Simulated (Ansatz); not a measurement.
# ZrB2 (P6/mmm) in Ansatz: further runs

The runs below take ZrB2 through relaxation of cell and atoms, with PBEsol+D4, PBEsol.

Everything below comes from runs of Ansatz 0.2.0. Logs are shortened: lines on timing, memory, paths and dates and some standing lists are left out, and cuts for length are marked.

## Step 1: The crystal as given

The structure is hexagonal, space group P6/mmm (No. 191). Conventional cell: a = 3.170 Å, b = 3.170 Å, c = 3.533 Å, α = 90.00°, β = 90.00°, γ = 120.00°. Around Zr (site symmetry 6/mmm) lie 12 B at 2.54 Å. B (site symmetry -6m2) is surrounded by 3 B at 1.83 Å.

## Step 2: Relaxation of cell and atoms, PBEsol+D4

input.yaml

```yaml
crystal:
  lattice:
    - [3.17, 0.0, 0.0]
    - [-1.585, 2.74530053, 0.0]
    - [0.0, 0.0, 3.533]
  atoms:
    - { symbol: Zr, position: [0.0, 0.0, 0.0] }
    - { symbol: B, position: [0.6666666667, 0.3333333333, 0.5] }
    - { symbol: B, position: [0.3333333333, 0.6666666667, 0.5] }
hamiltonian:
  xc: pbesol
  pseudopotentials: { kind: paw }
  dispersion: d4
kpoints:
  mp_grid: { grid: [10, 10, 8] }
scf:
  occupations: { method: fermi_dirac, width: 0.05 }
output:
  forces: true
  stress: true
  eigenvalues: true
relax:
  f_tol: 0.01
  max_steps: 40
  cell: { stress_tol: 0.05 }
```

Potentials or basis: Ansatz PAW.

The run is started by

```
$ ansatz run input.yaml --threads 2 --pin off --max-ram 5632MiB --backend cpu --events-out ev --progress --plain --runs-dir out
```

Standard output:

```text
Warning: RAYON_NUM_THREADS=2 ignored (pool sized by the plan → 2); use --threads N
Engine: ansatz 0.2.0, x86_64-unknown-linux-gnu
Pseudopotentials: kind: paw
Pseudopotential: Zr, paw, valence charge 12, recommended cutoff 420 eV (normal), Zr.paw.azcp
Pseudopotential: B, paw, valence charge 3, recommended cutoff 420 eV (normal), B.paw.azcp
Functional definition: PBEsol
  exchange = pbesol_x
  correlation = pbesol_c
Crystal: 3 atoms, lattice volume = 30.746 Å³
Basis set: ecut = 420 eV, 575 PW (Γ), exchange–correlation on 48×48×48 points (8 copies of the dense FFT grid, shifted against one another)
Bands: 13, of which v1, the nominal top of the filled ones, is band 9 counted from 1 (8 counted from 0)
Symmetry: 24 space group operations
Space group: P6/mmm (ITA 191), of the structure as read, at distance tolerance 3.1e-5 Å
k-points: 70 of 800
Non-local potential: Zr, projectors of the file, l = 0: 3, l = 1: 2, l = 2: 2, l = 3: 2
Non-local potential: B, projectors of the file, l = 0: 2, l = 1: 2, l = 2: 1
PAW form: soft (Blöchl's): semilocal exchange-correlation on the pseudo side does not see the compensation charge
PAW frozen core: Zr, regenerated for the run's functional, and the local potential with it (the file was generated under x = pbe(κ = 0.804, μ = 0.2195149727645171), c = pbe(β = 0.06672455060314922))
PAW frozen core: B, regenerated for the run's functional, and the local potential with it (the file was generated under x = pbe(κ = 0.804, μ = 0.2195149727645171), c = pbe(β = 0.06672455060314922))
PAW one-centre angular grid: Zr, 590 points (default); XC on 64 Gauss nodes
PAW one-centre angular grid: B, 110 points (default); XC on 64 Gauss nodes
Initial density: superposition of atomic densities (neutral atoms: chi_scale 0, normalization atom), corrected by the library's trained network
Initial wavefunctions: pseudopotential atomic-orbital guess
Functional: x = pbesol(κ = 0.804, μ = 0.12345679012345678), c = pbesol(β = 0.046)
SCF iter   1: F=—  HF=-4437.757687 eV  |F-HF|=—  |Δ(HF+E_count)|=         —  Δρ=4.94e-3  dr2=1.15e-2  ethr=1.77e-3  ⟨swp⟩=5.0  Hψ=4484  notcnv=0
preconditioner: auto → none  [insulator: Δε(μ)=0.190 eV  Ē_g=8.806 eV  σ=0.050 eV  W_gap=0.64  n_scr=8 (ndim 8)  ℏωp=21.2 eV  f_vac=0.000  D(μ)=0.34/eV (n_scr^D=0)  ε∞_Penn≈6.8]
SCF iter   2: F=—  HF=-4437.754473 eV  |F-HF|=—  |Δ(HF+E_count)|=   3.21e-3  Δρ=1.73e-3  dr2=1.17e-3  ethr=6.38e-5  ⟨swp⟩=1.0  Hψ=1471  notcnv=0
SCF iter   3: F=—  HF=-4437.754178 eV  |F-HF|=—  |Δ(HF+E_count)|=   2.95e-4  Δρ=2.65e-4  dr2=6.52e-6  ethr=6.47e-6  ⟨swp⟩=2.0  Hψ=1243  notcnv=0
SCF iter   4: F=—  HF=-4437.754194 eV  |F-HF|=—  |Δ(HF+E_count)|=   1.65e-5  Δρ=8.62e-5  dr2=6.52e-7  ethr=3.62e-8  ⟨swp⟩=2.1  Hψ=1511  notcnv=0
iter 5 did not close the SCF: its close was put off for the readings that it lacked (scf_convergence_deferred on its scf_iter line)
SCF iter   5: F=-4437.754194 eV  HF=-4437.754194 eV  |F-HF|=3.03e-9  |Δ(HF+E_count)|=   3.42e-7  Δρ=3.69e-6  dr2=4.72e-9  ethr=3.62e-9  ⟨swp⟩=1.0  Hψ=910  notcnv=0
SCF iter   6: F=-4437.754194 eV  HF=-4437.754194 eV  |F-HF|=9.55e-11  |Δ(HF+E_count)|=   1.72e-9  Δρ=8.68e-7  dr2=1.42e-10  ethr=2.62e-11  ⟨swp⟩=1.1  Hψ=2754  notcnv=0
SCF 1 converged in 6 iterations: F = -4437.754194 eV  dr2 = 1.42e-10
relax step   1: F+E_penalty+E_count = -4437.75419439 eV  Δ(F+E_penalty+E_count) = +0.000e0 eV  max|allowed force component| = 3.701e-17 eV/Å  Δτ_max = 0.0000 Å  P = -7.323 GPa  Ω = 30.746 Å³  (6 SCF iters, dr2 threshold 1.00e-7 eV, accepted)
Crystal: 3 atoms, lattice volume = 29.348 Å³
Basis set: ecut = 420 eV, 563 PW (Γ), exchange–correlation on 48×48×48 points (8 copies of the dense FFT grid, shifted against one another)
Initial density: handed on by an earlier stage of this run
Initial wavefunctions: those handed on with the density
iter 1 solved again at ethr=6.95e-5 eV; its pass at ethr=3.10e-3 eV (dr2=1.25e-2 eV) is discarded
SCF iter   1: F=—  HF=-4437.769711 eV  |F-HF|=—  |Δ(HF+E_count)|=         —  Δρ=4.69e-3  dr2=1.22e-2  ethr=6.95e-5  ⟨swp⟩=1.0  Hψ=6497  notcnv=0
preconditioner: auto → none  [insulator: Δε(μ)=0.205 eV  Ē_g=17.126 eV  σ=0.050 eV  W_gap=0.69  n_scr=8 (ndim 8)  ℏωp=27.4 eV  f_vac=0.000  D(μ)=0.37/eV (n_scr^D=0)  ε∞_Penn≈3.6]
SCF iter   2: F=—  HF=-4437.766638 eV  |F-HF|=—  |Δ(HF+E_count)|=   3.07e-3  Δρ=1.97e-3  dr2=2.07e-3  ethr=6.78e-5  ⟨swp⟩=2.0  Hψ=1537  notcnv=0
SCF iter   3: F=—  HF=-4437.766009 eV  |F-HF|=—  |Δ(HF+E_count)|=   6.28e-4  Δρ=6.29e-4  dr2=6.00e-5  ethr=1.15e-5  ⟨swp⟩=2.1  Hψ=1275  notcnv=0
[... 21 lines left out ...]
SCF iter   2: F=—  HF=-4437.777337 eV  |F-HF|=—  |Δ(HF+E_count)|=   5.65e-5  Δρ=2.68e-4  dr2=3.19e-5  ethr=1.04e-6  ⟨swp⟩=2.0  Hψ=1259  notcnv=0
SCF iter   3: F=—  HF=-4437.777328 eV  |F-HF|=—  |Δ(HF+E_count)|=   9.01e-6  Δρ=1.21e-4  dr2=3.65e-6  ethr=1.77e-7  ⟨swp⟩=2.1  Hψ=1292  notcnv=0
SCF iter   4: F=—  HF=-4437.777327 eV  |F-HF|=—  |Δ(HF+E_count)|=   8.12e-7  Δρ=5.23e-5  dr2=6.46e-7  ethr=2.03e-8  ⟨swp⟩=1.2  Hψ=994  notcnv=0
SCF iter   5: F=-4437.777327 eV  HF=-4437.777327 eV  |F-HF|=1.29e-8  |Δ(HF+E_count)|=   1.72e-7  Δρ=1.11e-5  dr2=2.66e-8  ethr=1.67e-9  ⟨swp⟩=4.2  Hψ=2957  notcnv=0
SCF 4 converged in 5 iterations: F = -4437.777327 eV  dr2 = 2.66e-8
relax step   4: F+E_penalty+E_count = -4437.77732673 eV  Δ(F+E_penalty+E_count) = -6.799e-4 eV  max|allowed force component| = 4.009e-16 eV/Å  Δτ_max = 0.0000 Å  P = -0.128 GPa  Ω = 29.838 Å³  energy of the carried Pulay correction = +1.072e-3 eV  (5 SCF iters, dr2 threshold 3.00e-7 eV, accepted)
Crystal: 3 atoms, lattice volume = 29.824 Å³
iter 1 solved again at ethr=1.45e-8 eV; its pass at ethr=3.10e-3 eV (dr2=2.61e-6 eV) is discarded
SCF iter   1: F=—  HF=-4437.777344 eV  |F-HF|=—  |Δ(HF+E_count)|=         —  Δρ=6.87e-5  dr2=2.51e-6  ethr=1.45e-8  ⟨swp⟩=2.2  Hψ=5802  notcnv=0
preconditioner: auto → none  [insulator: Δε(μ)=0.202 eV  Ē_g=17.030 eV  σ=0.050 eV  W_gap=0.65  n_scr=8 (ndim 8)  ℏωp=27.2 eV  f_vac=0.000  D(μ)=0.34/eV (n_scr^D=0)  ε∞_Penn≈3.6]
SCF iter   2: F=—  HF=-4437.777350 eV  |F-HF|=—  |Δ(HF+E_count)|=   6.71e-6  Δρ=2.76e-5  dr2=4.86e-7  ethr=1.40e-8  ⟨swp⟩=2.0  Hψ=1257  notcnv=0
SCF iter   3: F=-4437.777350 eV  HF=-4437.777350 eV  |F-HF|=7.77e-9  |Δ(HF+E_count)|=   1.47e-7  Δρ=7.79e-6  dr2=1.54e-8  ethr=3.31e-10  ⟨swp⟩=2.8  Hψ=3421  notcnv=0
SCF 5 converged in 3 iterations: F = -4437.777350 eV  dr2 = 1.54e-8
relax step   5: F+E_penalty+E_count = -4437.77735018 eV  Δ(F+E_penalty+E_count) = -2.345e-5 eV  max|allowed force component| = 1.419e-16 eV/Å  Δτ_max = 0.0000 Å  P = -0.004 GPa  Ω = 29.824 Å³  energy of the carried Pulay correction = +1.088e-3 eV  (3 SCF iters, dr2 threshold 5.96e-8 eV, accepted)
Initial wavefunctions: pseudopotential atomic-orbital guess (no wavefunctions were taken with the density)
iter 1 solved again at ethr=5.37e-8 eV; its pass at ethr=3.10e-3 eV (dr2=9.66e-6 eV) is discarded
SCF iter   1: F=—  HF=-4437.776422 eV  |F-HF|=—  |Δ(HF+E_count)|=         —  Δρ=6.46e-5  dr2=1.41e-7  ethr=5.37e-8  ⟨swp⟩=3.1  Hψ=7087  notcnv=0
SCF iter   2: F=—  HF=-4437.776430 eV  |F-HF|=—  |Δ(HF+E_count)|=   7.88e-6  Δρ=3.28e-5  dr2=3.75e-8  ethr=7.83e-10  ⟨swp⟩=2.5  Hψ=1529  notcnv=0
SCF iter   3: F=—  HF=-4437.776430 eV  |F-HF|=—  |Δ(HF+E_count)|=   9.04e-8  Δρ=6.99e-6  dr2=2.39e-8  ethr=2.08e-10  ⟨swp⟩=2.0  Hψ=1265  notcnv=0
SCF iter   4: F=—  HF=-4437.776430 eV  |F-HF|=—  |Δ(HF+E_count)|=   5.83e-9  Δρ=7.46e-7  dr2=4.17e-11  ethr=1.33e-10  ⟨swp⟩=2.0  Hψ=1264  notcnv=0
SCF iter   5: F=-4437.776430 eV  HF=-4437.776430 eV  |F-HF|=9.09e-13  |Δ(HF+E_count)|=  4.09e-11  Δρ=1.87e-7  dr2=4.92e-12  ethr=1.00e-12  ⟨swp⟩=5.1  Hψ=3657  notcnv=0
SCF 6 converged in 5 iterations: F = -4437.776430 eV  dr2 = 4.92e-12
relax step   6: F+E_penalty+E_count = -4437.77643033 eV  Δ(F+E_penalty+E_count) = +9.199e-4 eV  max|allowed force component| = 1.727e-16 eV/Å  Δτ_max = 0.0000 Å  P = -0.039 GPa  Ω = 29.824 Å³  stress off target by 4.87e-2 GPa  SCF on the basis re-selected at this cell (its energy is not comparable with the rows above)  (5 SCF iters)
basis re-selected at this cell: Δ(F+E_penalty+E_count) = +9.199e-4 eV, ΔP = -0.035 GPa vs the last step (what re-selecting the basis moved, of the pressure what is left beyond the Pulay correction that the steps carried, after the strain that the cell walked since its last selection, with what the two solves' SCF thresholds leave and, on support functions, any second-order correction that the steps lacked; it is no measure of the basis error at this ecutwfc). This SCF's stress stands 4.87e-2 GPa from its target on what of the cell is left free (relax.cell.stress_tol is 5.00e-2 GPa) and its largest allowed force component is 1.73e-16 eV/Å (relax.f_tol is 1.00e-2 eV/Å): within both
SCF converged after 5 iterations
Free energy (F): -4437.776430 eV
Harris-Foulkes:  -4437.776430 eV  (|F-HF|=9.09e-13)
Internal energy: -4437.773578 eV  (E = F + TS)
E sigma→0 (E₀):  -4437.775004 eV
Entropy (-TS):   -0.002852 eV (-0.951 meV/atom)
Fermi energy:    16.085414 eV
--- Per-component energies (eV) ---
  E_band       = -16.983100
  E_kinetic    = 437.627284
  E_local      = -542.552843  (includes V_loc(G=0)·N_el)
  E_nonlocal   = 102.410030
  E_hartree    = 172.031230
  E_xc         = -228.406048
  E_vxc        = -271.813289  (∫ρ·V_xc dr)
  E_paw        = -3050.869187  (= ΣΔE_a)
  E_vpaw       = -86.716795  (= ΣTr[D̂ρ^β])
  E_aug_tail   = 0.000017  (compensation charges beyond the density's cutoff)
  E_ewald      = -1327.646195
  E_disp       = -0.563008  (pairwise vdW)
  E_core_change = 0.195142  (= ΣΔE_core)
  E_smearing   = -0.002852  (= −TS)
  E_closure    = 0.000000  (closes the sum)
  Σ components = -4437.776430   (vs F -4437.776430, Δ=0.00e0)
--- Forces (eV/Å), atoms counted from 1 ---
  atom   1  Zr     0.00000000     0.00000000     0.00000000
  atom   2  B      0.00000000     0.00000000     0.00000000
  atom   3  B      0.00000000    -0.00000000     0.00000000
  max |Σ_I F_I| component: 3.70e-17 eV/Å
--- Stress (GPa, compression-positive) ---
       -0.034301      -0.000000       0.000000
        0.000000      -0.034301       0.000000
        0.000000       0.000000      -0.048732
  P = ⅓ Tr σ = -0.0391 GPa (-0.391 kbar)
--- Band table (eV; the first three rows and the last of 70) ---
  k-point 0: bands = ["-32.2044", "-10.4414", "-9.8477", "-9.8477", "3.3654", "13.4759", "13.4759", "13.5196", "13.9387", "19.7221", "19.7221", "20.5876", "20.5876"]
  k-point 1: bands = ["-32.2009", "-10.5071", "-9.8432", "-9.8432", "3.6125", "12.3682", "13.6285", "13.6285", "15.0254", "18.6767", "18.6767", "20.0901", "20.0901"]
  k-point 2: bands = ["-32.1925", "-10.6614", "-9.8323", "-9.8323", "4.2756", "10.9827", "14.0731", "14.0731", "16.3195", "17.4859", "17.4859", "18.9390", "18.9390"]
  k-point 69: bands = ["-32.0364", "-10.5953", "-10.5630", "-10.4052", "6.9034", "7.8622", "11.3009", "13.4037", "13.4978", "20.4189", "22.2071", "22.5472", "22.7915"]
--- Relaxed structure (5 steps of the walk, 5 accepted, 1 SCFs on fresh bases) ---
  F+E_penalty+E_count = -4437.77643033 eV   max|allowed force component| = 1.727e-16 eV/Å   (the final SCF, on the basis selected at the relaxed cell)
  cell:  # Å, volume = 29.8239 Å³
    - [3.143681430036172, 0.0, 0.0]
    - [-1.571840715018086, 2.722507979816717, 0.0]
    - [0.0, 0.0, 3.4846296922897713]
  atoms:
    - { symbol: Zr, position: [1.2260628462958826e-36, -1.9487139359124734e-35, 0.0] }
    - { symbol: B, position: [0.6666666666666667, 0.33333333333333337, 0.49999999999999994] }
    - { symbol: B, position: [0.33333333333333337, 0.6666666666666667, 0.49999999999999994] }
```

Run time: 9.2 s. Hardware: 2 threads of Intel Xeon at 2.70GHz, shared host; peak memory 0.38 GiB.

Results:

```yaml
Free_energy: -4437.7764 eV
Relaxed_volume: 9.94 Å³/atom
Relaxed_cell: a = 3.144 Å, b = 3.144 Å, c = 3.485 Å, α = 90.00°, β = 90.00°, γ = 120.00°
Space_group_after_relaxing_to_0.05_Å: P6/mmm (No. 191)
Energy_gained_by_relaxing: 7.4 meV/atom
Ionic_steps: 6
Pressure_after_relaxing: 0.0 GPa
Band_gap_on_the_k_mesh: none (metal or under the smearing width)
```

The path:
```
step  energy change (eV)  largest force (eV/Å)  volume (Å³)
   1              0.0000                0.0000        30.75
   2             -0.0118                0.0000        29.35
   3             -0.0225                0.0000        29.79
   4             -0.0231                0.0000        29.84
   5             -0.0232                0.0000        29.82
   6             -0.0222                0.0000        29.82
```

Final structure:
```xyz
3
Lattice="3.1437 0.0000 0.0000 -1.5718 2.7225 0.0000 0.0000 0.0000 3.4846" Properties=species:S:1:pos:R:3 pbc="T T T"
Zr    0.0000    0.0000    0.0000
B     1.5718    0.9075    1.7423
B     0.0000    1.8150    1.7423
```

Caveat: the plane-wave basis is chosen anew once the cell has moved, so the energies of steps on either side of that aren't comparable; pairwise dispersion overbinds metals, which lowers pressure and volume; the PAW data sets come from PBE, with cores solved anew for the run's functional, which leaves a small shift of forces and pressure.

## Step 3: Relaxation of cell and atoms, PBEsol

input.yaml: that of step 2 with these lines changed.

```diff
@@ -12,3 +12,2 @@
   pseudopotentials: { kind: paw }
-  dispersion: d4
 kpoints:
@@ -20,3 +19,2 @@
   stress: true
-  eigenvalues: true
 relax:
```

Potentials or basis: Ansatz PAW.

The run is started by

```
$ ansatz run input.yaml --threads 2 --pin off --max-ram 5632MiB --backend cpu --events-out ev --progress --plain --runs-dir out
```

Wall time 4.2 s (2 threads of Arm Neoverse V2, shared host); peak memory 0.32 GiB.

It converged, with:

* Free energy: -4437.2180 eV
* Relaxed volume: 10.08 Å³/atom
* Relaxed cell: a = 3.154 Å, b = 3.154 Å, c = 3.510 Å, α = 90.00°, β = 90.00°, γ = 120.00°
* Space group after relaxing (to 0.05 Å): P6/mmm (No. 191)
* Energy gained by relaxing: 2.2 meV/atom
* Ionic steps: 6
* Pressure after relaxing: 0.0 GPa

The path:
```csv
step,energy change (eV),largest force (eV/Å),volume (Å³)
1,0.0000,0.0000,30.75
2,-0.0046,0.0000,29.99
3,-0.0070,0.0000,30.22
4,-0.0072,0.0000,30.24
5,-0.0072,0.0000,30.24
6,-0.0067,0.0000,30.24
```

Final structure:
```yaml
crystal:
  lattice:
    - [3.15374, 0.00000, 0.00000]
    - [-1.57687, 2.73122, 0.00000]
    - [0.00000, 0.00000, 3.51018]
  atoms:
    - { symbol: Zr, position: [0.00000, 0.00000, 0.00000] }
    - { symbol: B, position: [0.66667, 0.33333, 0.50000] }
    - { symbol: B, position: [0.33333, 0.66667, 0.50000] }
```

Caveat: the plane-wave basis is chosen anew once the cell has moved, so the energies of steps on either side of that aren't comparable; the PAW data sets come from PBE, with cores solved anew for the run's functional, which leaves a small shift of forces and pressure.
